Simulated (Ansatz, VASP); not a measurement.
Two plane-wave programs on Os

```xyz
1
Lattice="2.5652 0.0000 0.0000 0.0000 2.5652 0.0000 0.0000 0.0000 2.5652" Properties=species:S:1:pos:R:3 pbc="T T T"
Os    0.0000    0.0000    0.0000
```

Alike in both runs: functional revPBE; k mesh 13 × 13 × 13; occupations fermi-dirac, width 0.1 eV; no spin polarisation.

Ansatz relaxed the structure, and its values are those at the end. VASP's run is a single point on that final structure, the one shown.

|  | VASP | Ansatz |
| --- | --- | --- |
| version | VASP 6.6.1 | Ansatz 0.2.0 |
| potentials or method | VASP PAW PBE potentials, release 64 (Os) | plane waves (420 eV) with PAW, scalar-relativistic |
| plane-wave cutoff (eV) | 520 | 420 |
| valence electrons in the cell | 8 | 16 |

```tsv
	VASP	Ansatz	Ansatz less VASP
pressure (GPa)	-0.5	0.0	+0.43
```

The two sets of potentials don't hold the same shells in valence.

Caveats: the PAW data sets were made with another functional, which shifts forces and pressure a little (VASP). The runs have no spin-orbit coupling, so splittings on Os are missing.
